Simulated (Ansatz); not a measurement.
# Be2C (Fm-3m) in Ansatz: equation of state

How stiff is Be2C in PBE, and what volume does it want? The cell is scaled to several volumes.

Everything below comes from runs of Ansatz 0.2.0. Logs are shortened: lines on timing, memory, paths and dates and some standing lists are left out, and cuts for length are marked.

### Step 1. The structure

The structure is cubic, space group Fm-3m (No. 225). Conventional cell: a = 4.330 Å, b = 4.330 Å, c = 4.330 Å, α = 90.00°, β = 90.00°, γ = 90.00°. C (site symmetry m-3m) has 8 Be at 1.87 Å as nearest neighbours. Be (site symmetry -43m) is surrounded by 4 C at 1.87 Å.

### Step 2. Single point, PBE, 6.36 Å³/atom (volume scaled by 0.94)

File input.yaml:

```yaml
crystal:
  lattice:
    - [0.0, 2.1208039254, 2.1208039254]
    - [2.1208039254, 0.0, 2.1208039254]
    - [2.1208039254, 2.1208039254, 0.0]
  atoms:
    - { symbol: C, position: [0.0, 0.0, 0.0] }
    - { symbol: Be, position: [0.75, 0.75, 0.75] }
    - { symbol: Be, position: [0.25, 0.25, 0.25] }
hamiltonian:
  xc: pbe
  pseudopotentials: { kind: paw }
kpoints:
  mp_grid: { grid: [11, 11, 11] }
scf:
  occupations: { method: fermi_dirac, width: 0.05 }
output:
  forces: true
  stress: true
  eigenvalues: true
```

Potentials or basis: Ansatz PAW.

The run is started by

```console
ansatz run input.yaml --threads 2 --pin off --max-ram 5120MiB --backend cpu --events-out ev --progress --plain --runs-dir out
```

Standard output:

```text
Warning: RAYON_NUM_THREADS=2 ignored (pool sized by the plan → 2); use --threads N
Engine: ansatz 0.2.0, aarch64-unknown-linux-gnu
Pseudopotentials: kind: paw
Pseudopotential: C, paw, valence charge 4, recommended cutoff 420 eV (normal), C.paw.azcp
Pseudopotential: Be, paw, valence charge 2, recommended cutoff 420 eV (normal), Be.paw.azcp
Functional definition: PBE
  parameter kappa = 0.804
  parameter beta = 0.06672455060314922
  exchange = pbe_x(kappa = kappa, mu = beta*pi^2/3)
  correlation = pbe_c(beta = beta)
Crystal: 3 atoms, lattice volume = 19.078 Å³
Basis set: ecut = 420 eV, 339 PW (Γ), exchange–correlation on 48×48×48 points (8 copies of the dense FFT grid, shifted against one another)
Bands: 8, of which v1, the nominal top of the filled ones, is band 4 counted from 1 (3 counted from 0)
Symmetry: 48 space group operations
Space group: Fm-3m (ITA 225), of the structure as read, at distance tolerance 2.7e-5 Å
k-points: 56 of 1331
Non-local potential: C, projectors of the file, l = 0: 2, l = 1: 2, l = 2: 1
Non-local potential: Be, projectors of the file, l = 0: 2, l = 1: 2, l = 2: 1
PAW form: soft (Blöchl's): semilocal exchange-correlation on the pseudo side does not see the compensation charge
PAW one-centre angular grid: C, 110 points (default); XC on 64 Gauss nodes
PAW one-centre angular grid: Be, 110 points (default); XC on 64 Gauss nodes
Initial density: superposition of atomic densities (neutral atoms: chi_scale 0, normalization atom), corrected by the library's trained network
Initial wavefunctions: pseudopotential atomic-orbital guess
Functional: x = pbe(κ = 0.804, μ = 0.2195149727645171), c = pbe(β = 0.06672455060314922)
SCF iter   1: F=—  HF=-437.123390 eV  |F-HF|=—  |Δ(HF+E_count)|=         —  Δρ=7.09e-4  dr2=1.68e-5  ethr=1.77e-3  ⟨swp⟩=5.3  Hψ=3360  notcnv=0
preconditioner: auto → none  [insulator: Δε(μ)=1.296 eV  Ē_g=14.509 eV  σ=0.050 eV  W_gap=1.00  n_scr=0 (ndim 8)  ℏωp=24.0 eV  f_vac=0.000  D(μ)=0.00/eV (n_scr^D=0)  ε∞_Penn≈3.7]
SCF iter   2: F=—  HF=-437.123704 eV  |F-HF|=—  |Δ(HF+E_count)|=   3.14e-4  Δρ=3.72e-4  dr2=6.16e-6  ethr=2.10e-7  ⟨swp⟩=2.3  Hψ=1145  notcnv=0
SCF iter   3: F=—  HF=-437.123694 eV  |F-HF|=—  |Δ(HF+E_count)|=   1.01e-5  Δρ=2.61e-4  dr2=1.35e-5  ethr=7.70e-8  ⟨swp⟩=2.0  Hψ=672  notcnv=0
SCF iter   4: F=—  HF=-437.123690 eV  |F-HF|=—  |Δ(HF+E_count)|=   4.44e-6  Δρ=2.60e-5  dr2=1.32e-7  ethr=7.70e-8  ⟨swp⟩=2.0  Hψ=637  notcnv=0
iter 5 did not close the SCF: its close was put off for the readings that it lacked (scf_convergence_deferred on its scf_iter line)
SCF iter   5: F=-437.123690 eV  HF=-437.123690 eV  |F-HF|=5.85e-10  |Δ(HF+E_count)|=   3.65e-8  Δρ=3.23e-6  dr2=1.61e-9  ethr=1.65e-9  ⟨swp⟩=2.4  Hψ=645  notcnv=0
SCF iter   6: F=-437.123690 eV  HF=-437.123690 eV  |F-HF|=2.96e-12  |Δ(HF+E_count)|=  7.00e-11  Δρ=2.78e-7  dr2=1.11e-11  ethr=2.02e-11  ⟨swp⟩=1.3  Hψ=1351  notcnv=0
SCF 1 converged in 6 iterations: F = -437.123690 eV  dr2 = 1.11e-11
SCF converged after 6 iterations
Free energy (F): -437.123690 eV
Harris-Foulkes:  -437.123690 eV  (|F-HF|=2.96e-12)
Internal energy: -437.123690 eV  (E = F + TS)
E sigma→0 (E₀):  -437.123690 eV
Entropy (-TS):   -0.000000 eV (-0.000 meV/atom)
Fermi energy:    10.945649 eV
--- Per-component energies (eV) ---
  E_band       = 29.149352
  E_kinetic    = 138.847054
  E_local      = -84.412966  (includes V_loc(G=0)·N_el)
  E_nonlocal   = 35.910878
  E_hartree    = 26.719755
  E_xc         = -90.390924
  E_vxc        = -104.854849  (∫ρ·V_xc dr)
  E_paw        = -218.660916  (= ΣΔE_a)
  E_vpaw       = -9.780309  (= ΣTr[D̂ρ^β])
  E_aug_tail   = 0.000007  (compensation charges beyond the density's cutoff)
  E_ewald      = -245.136577
  E_smearing   = -0.000000  (= −TS)
  E_closure    = 0.000000  (closes the sum)
  Σ components = -437.123690   (vs F -437.123690, Δ=0.00e0)
--- Forces (eV/Å), atoms counted from 1 ---
  atom   1  C     -0.00000000     0.00000000    -0.00000000
  atom   2  Be     0.00000000    -0.00000000     0.00000000
  atom   3  Be    -0.00000000    -0.00000000     0.00000000
  max |Σ_I F_I| component: 5.78e-17 eV/Å
--- Stress (GPa, compression-positive) ---
       13.639281      -0.000000      -0.000000
       -0.000000      13.639281      -0.000000
        0.000000      -0.000000      13.639281
  P = ⅓ Tr σ = 13.6393 GPa (136.393 kbar)
--- Band table (eV; the first three rows and the last of 56) ---
  k-point 0: bands = ["-5.1732", "10.3135", "10.3135", "10.3135", "14.5648", "14.5648", "14.5648", "17.7486"]
  k-point 1: bands = ["-5.0368", "9.1325", "10.0389", "10.0389", "14.9629", "14.9629", "15.3682", "18.0193"]
  k-point 2: bands = ["-4.6314", "6.9628", "9.4834", "9.4834", "15.6991", "15.6991", "16.4180", "18.7559"]
  k-point 55: bands = ["-1.0981", "3.3384", "4.0835", "4.8481", "15.8681", "19.0007", "20.2121", "20.9264"]
```

Run time: 0.95 s. Hardware: 2 threads of Arm Neoverse N1, shared host; peak memory 0.3 GiB.

What came out:

```
Free energy            : -437.1237 eV
Pressure               : 13.6 GPa
Band gap on the k mesh : 1.29 eV, indirect (least direct gap 4.25 eV)
```

Caveat: odd divisions of the mesh miss points on the zone boundary, where band edges often lie, so the gap on the mesh can be too wide.

### Step 3. Single point, PBE, 6.49 Å³/atom (volume scaled by 0.96)

input.yaml, as its differences from that of step 2:

```diff
@@ -2,5 +2,5 @@
   lattice:
-    - [0.0, 2.1208039254, 2.1208039254]
-    - [2.1208039254, 0.0, 2.1208039254]
-    - [2.1208039254, 2.1208039254, 0.0]
+    - [0.0, 2.1357396564, 2.1357396564]
+    - [2.1357396564, 0.0, 2.1357396564]
+    - [2.1357396564, 2.1357396564, 0.0]
   atoms:
@@ -20 +20,5 @@
   eigenvalues: true
+  write_density: true
+  write_potential: true
+  elf: true
+  volumetric_format: npy
```

Potentials or basis: Ansatz PAW.

The run is started by

```console
ansatz run input.yaml --threads 2 --pin off --max-ram 5120MiB --backend cpu --events-out ev --progress --plain --runs-dir out
```

Standard output:

```text
Warning: RAYON_NUM_THREADS=2 ignored (pool sized by the plan → 2); use --threads N
Engine: ansatz 0.2.0, aarch64-unknown-linux-gnu
Pseudopotentials: kind: paw
Pseudopotential: C, paw, valence charge 4, recommended cutoff 420 eV (normal), C.paw.azcp
Pseudopotential: Be, paw, valence charge 2, recommended cutoff 420 eV (normal), Be.paw.azcp
Functional definition: PBE
  parameter kappa = 0.804
  parameter beta = 0.06672455060314922
  exchange = pbe_x(kappa = kappa, mu = beta*pi^2/3)
  correlation = pbe_c(beta = beta)
Crystal: 3 atoms, lattice volume = 19.484 Å³
Basis set: ecut = 420 eV, 339 PW (Γ), exchange–correlation on 48×48×48 points (8 copies of the dense FFT grid, shifted against one another)
Bands: 8, of which v1, the nominal top of the filled ones, is band 4 counted from 1 (3 counted from 0)
Symmetry: 48 space group operations
Space group: Fm-3m (ITA 225), of the structure as read, at distance tolerance 2.7e-5 Å
k-points: 56 of 1331
Non-local potential: C, projectors of the file, l = 0: 2, l = 1: 2, l = 2: 1
Non-local potential: Be, projectors of the file, l = 0: 2, l = 1: 2, l = 2: 1
PAW form: soft (Blöchl's): semilocal exchange-correlation on the pseudo side does not see the compensation charge
PAW one-centre angular grid: C, 110 points (default); XC on 64 Gauss nodes
PAW one-centre angular grid: Be, 110 points (default); XC on 64 Gauss nodes
Initial density: superposition of atomic densities (neutral atoms: chi_scale 0, normalization atom), corrected by the library's trained network
Initial wavefunctions: pseudopotential atomic-orbital guess
Functional: x = pbe(κ = 0.804, μ = 0.2195149727645171), c = pbe(β = 0.06672455060314922)
SCF iter   1: F=—  HF=-437.151566 eV  |F-HF|=—  |Δ(HF+E_count)|=         —  Δρ=6.72e-4  dr2=1.14e-5  ethr=1.77e-3  ⟨swp⟩=5.4  Hψ=3348  notcnv=0
preconditioner: auto → none  [insulator: Δε(μ)=1.284 eV  Ē_g=14.299 eV  σ=0.050 eV  W_gap=1.00  n_scr=0 (ndim 8)  ℏωp=23.8 eV  f_vac=0.000  D(μ)=0.00/eV (n_scr^D=0)  ε∞_Penn≈3.8]
SCF iter   2: F=—  HF=-437.151841 eV  |F-HF|=—  |Δ(HF+E_count)|=   2.75e-4  Δρ=3.53e-4  dr2=5.35e-6  ethr=1.42e-7  ⟨swp⟩=2.4  Hψ=1148  notcnv=0
SCF iter   3: F=—  HF=-437.151827 eV  |F-HF|=—  |Δ(HF+E_count)|=   1.47e-5  Δρ=2.56e-4  dr2=1.36e-5  ethr=6.68e-8  ⟨swp⟩=2.0  Hψ=672  notcnv=0
SCF iter   4: F=—  HF=-437.151822 eV  |F-HF|=—  |Δ(HF+E_count)|=   4.40e-6  Δρ=3.04e-5  dr2=1.88e-7  ethr=6.68e-8  ⟨swp⟩=2.1  Hψ=643  notcnv=0
iter 5 did not close the SCF: its close was put off for the readings that it lacked (scf_convergence_deferred on its scf_iter line)
SCF iter   5: F=-437.151822 eV  HF=-437.151822 eV  |F-HF|=6.94e-10  |Δ(HF+E_count)|=   5.11e-8  Δρ=3.50e-6  dr2=2.00e-9  ethr=2.36e-9  ⟨swp⟩=2.4  Hψ=640  notcnv=0
SCF iter   6: F=-437.151822 eV  HF=-437.151822 eV  |F-HF|=4.60e-12  |Δ(HF+E_count)|=  2.54e-10  Δρ=2.94e-7  dr2=1.37e-11  ethr=2.49e-11  ⟨swp⟩=4.0  Hψ=1946  notcnv=0
SCF 1 converged in 6 iterations: F = -437.151822 eV  dr2 = 1.37e-11
SCF converged after 6 iterations
Free energy (F): -437.151822 eV
Harris-Foulkes:  -437.151822 eV  (|F-HF|=4.60e-12)
Internal energy: -437.151822 eV  (E = F + TS)
E sigma→0 (E₀):  -437.151822 eV
Entropy (-TS):   -0.000000 eV (-0.000 meV/atom)
Fermi energy:    10.687470 eV
--- Per-component energies (eV) ---
  E_band       = 27.774551
  E_kinetic    = 137.602660
  E_local      = -85.423278  (includes V_loc(G=0)·N_el)
  E_nonlocal   = 35.691542
  E_hartree    = 26.972479
  E_xc         = -90.012229
  E_vxc        = -104.365041  (∫ρ·V_xc dr)
  E_paw        = -218.560723  (= ΣΔE_a)
  E_vpaw       = -9.676325  (= ΣTr[D̂ρ^β])
  E_aug_tail   = 0.000007  (compensation charges beyond the density's cutoff)
  E_ewald      = -243.422279
  E_smearing   = -0.000000  (= −TS)
  E_closure    = 0.000000  (closes the sum)
  Σ components = -437.151822   (vs F -437.151822, Δ=0.00e0)
--- Forces (eV/Å), atoms counted from 1 ---
  atom   1  C     -0.00000000     0.00000000    -0.00000000
  atom   2  Be     0.00000000     0.00000000     0.00000000
  atom   3  Be    -0.00000000     0.00000000    -0.00000000
  max |Σ_I F_I| component: 3.70e-17 eV/Å
--- Stress (GPa, compression-positive) ---
        8.598385       0.000000      -0.000000
        0.000000       8.598385      -0.000000
        0.000000      -0.000000       8.598385
  P = ⅓ Tr σ = 8.5984 GPa (85.984 kbar)
--- Band table (eV; the first three rows and the last of 56) ---
  k-point 0: bands = ["-5.2695", "10.0603", "10.0603", "10.0603", "14.2716", "14.2716", "14.2716", "17.2554"]
  k-point 1: bands = ["-5.1348", "8.8963", "9.7910", "9.7910", "14.6615", "14.6615", "15.0469", "17.5416"]
  k-point 2: bands = ["-4.7342", "6.7556", "9.2463", "9.2463", "15.3851", "15.3851", "16.0346", "18.3224"]
  k-point 55: bands = ["-1.2615", "3.2044", "3.9093", "4.6789", "15.5521", "18.5887", "19.7824", "20.4946"]
```

Wall time 1.3 s (2 threads of Arm Neoverse N1, shared host); peak memory 0.31 GiB.

What came out:

```yaml
Free_energy: -437.1518 eV
Pressure: 8.6 GPa
Band_gap_on_the_k_mesh: 1.28 eV, indirect (least direct gap 4.21 eV)
```

Caveat: odd divisions of the mesh miss points on the zone boundary, where band edges often lie, so the gap on the mesh can be too wide.

### Step 4. Single point, PBE, 6.63 Å³/atom (volume scaled by 0.98)

input.yaml, as its differences from that of step 3:

```diff
@@ -2,5 +2,5 @@
   lattice:
-    - [0.0, 2.1357396564, 2.1357396564]
-    - [2.1357396564, 0.0, 2.1357396564]
-    - [2.1357396564, 2.1357396564, 0.0]
+    - [0.0, 2.1504693608, 2.1504693608]
+    - [2.1504693608, 0.0, 2.1504693608]
+    - [2.1504693608, 2.1504693608, 0.0]
   atoms:
@@ -20,5 +20 @@
   eigenvalues: true
-  write_density: true
-  write_potential: true
-  elf: true
-  volumetric_format: npy
```

The run is started by

```console
ansatz run input.yaml --threads 2 --pin off --max-ram 5120MiB --backend cpu --events-out ev --progress --plain --runs-dir out
```

Run time: 0.97 s. Hardware: 2 threads of Arm Neoverse N1, shared host; peak memory 0.3 GiB.

It converged, with:

```
Free energy            : -437.1676 eV
Pressure               : 4.0 GPa
Band gap on the k mesh : 1.28 eV, indirect (least direct gap 4.17 eV)
```

Caveat: odd divisions of the mesh miss points on the zone boundary, where band edges often lie, so the gap on the mesh can be too wide.

### Step 5. Single point, PBE, 6.77 Å³/atom

input.yaml, as its differences from that of step 4:

```diff
@@ -2,5 +2,5 @@
   lattice:
-    - [0.0, 2.1504693608, 2.1504693608]
-    - [2.1504693608, 0.0, 2.1504693608]
-    - [2.1504693608, 2.1504693608, 0.0]
+    - [0.0, 2.165, 2.165]
+    - [2.165, 0.0, 2.165]
+    - [2.165, 2.165, 0.0]
   atoms:
```

The run is started by

```console
ansatz run input.yaml --threads 2 --pin off --max-ram 5120MiB --backend cpu --events-out ev --progress --plain --runs-dir out
```

Run time: 1 s. Hardware: 2 threads of Arm Neoverse N1, shared host; peak memory 0.3 GiB.

It converged, with:

| Item | Value |
| --- | --- |
| Free energy | -437.1723 eV |
| Pressure | -0.2 GPa |
| Band gap on the k mesh | 1.27 eV, indirect (least direct gap 4.14 eV) |

Caveat: odd divisions of the mesh miss points on the zone boundary, where band edges often lie, so the gap on the mesh can be too wide.

### Step 6. Single point, PBE, 6.90 Å³/atom (volume scaled by 1.02)

input.yaml, as its differences from that of step 5:

```diff
@@ -2,5 +2,5 @@
   lattice:
-    - [0.0, 2.165, 2.165]
-    - [2.165, 0.0, 2.165]
-    - [2.165, 2.165, 0.0]
+    - [0.0, 2.1793381662, 2.1793381662]
+    - [2.1793381662, 0.0, 2.1793381662]
+    - [2.1793381662, 2.1793381662, 0.0]
   atoms:
@@ -20 +20,5 @@
   eigenvalues: true
+  write_density: true
+  write_potential: true
+  elf: true
+  volumetric_format: npy
```

Potentials or basis: Ansatz PAW.

The run is started by

```console
ansatz run input.yaml --threads 2 --pin off --max-ram 5120MiB --backend cpu --events-out ev --progress --plain --runs-dir out
```

Run time: 1.3 s. Hardware: 2 threads of Arm Neoverse N1, shared host; peak memory 0.31 GiB.

Results (log left out):

```
Free energy            : -437.1669 eV
Pressure               : -4.1 GPa
Band gap on the k mesh : 1.26 eV, indirect (least direct gap 4.10 eV)
```

Caveat: odd divisions of the mesh miss points on the zone boundary, where band edges often lie, so the gap on the mesh can be too wide.

### Step 7. Single point, PBE, 7.04 Å³/atom (volume scaled by 1.04)

input.yaml, as its differences from that of step 6:

```diff
@@ -2,5 +2,5 @@
   lattice:
-    - [0.0, 2.1793381662, 2.1793381662]
-    - [2.1793381662, 0.0, 2.1793381662]
-    - [2.1793381662, 2.1793381662, 0.0]
+    - [0.0, 2.1934901093, 2.1934901093]
+    - [2.1934901093, 0.0, 2.1934901093]
+    - [2.1934901093, 2.1934901093, 0.0]
   atoms:
```

The run is started by

```console
ansatz run input.yaml --threads 2 --pin off --max-ram 5120MiB --backend cpu --events-out ev --progress --plain --runs-dir out
```

It took 1.3 s on 2 threads of Arm Neoverse N1, shared host; peak memory 0.31 GiB.

Results (log left out):

| Property | Result |
| --- | --- |
| Free energy | -437.1520 eV |
| Pressure | -7.6 GPa |
| Band gap on the k mesh | 1.25 eV, indirect (least direct gap 4.06 eV) |

Caveat: odd divisions of the mesh miss points on the zone boundary, where band edges often lie, so the gap on the mesh can be too wide.

### Step 8. Single point, PBE, 7.17 Å³/atom (volume scaled by 1.06)

input.yaml, as its differences from that of step 7:

```diff
@@ -2,5 +2,5 @@
   lattice:
-    - [0.0, 2.1934901093, 2.1934901093]
-    - [2.1934901093, 0.0, 2.1934901093]
-    - [2.1934901093, 2.1934901093, 0.0]
+    - [0.0, 2.2074617605, 2.2074617605]
+    - [2.2074617605, 0.0, 2.2074617605]
+    - [2.2074617605, 2.2074617605, 0.0]
   atoms:
@@ -20,5 +20 @@
   eigenvalues: true
-  write_density: true
-  write_potential: true
-  elf: true
-  volumetric_format: npy
```

The run is started by

```console
ansatz run input.yaml --threads 2 --pin off --max-ram 5120MiB --backend cpu --events-out ev --progress --plain --runs-dir out
```

Wall time 1 s (2 threads of Arm Neoverse N1, shared host); peak memory 0.31 GiB.

The run converged. Its results:

```
Free energy            : -437.1287 eV
Pressure               : -10.8 GPa
Band gap on the k mesh : 1.24 eV, indirect (least direct gap 4.02 eV)
```

Caveat: odd divisions of the mesh miss points on the zone boundary, where band edges often lie, so the gap on the mesh can be too wide.

### Step 9. Equation of state, PBE

Potentials or basis: Ansatz PAW.

No new run: the results of the series are fitted here.

Results:

| Property | Result |
| --- | --- |
| Equilibrium volume | 6.76 Å³/atom |
| Bulk modulus | 202 GPa |
| Pressure derivative of the bulk modulus | 3.6 |

Energy against volume, from the lowest point:
```
volume (Å³/atom)  energy (meV/atom)
           6.359              16.21
           6.495               6.83
           6.630               1.57
           6.765               0.00
           6.901               1.82
           7.036               6.76
           7.171              14.53
```
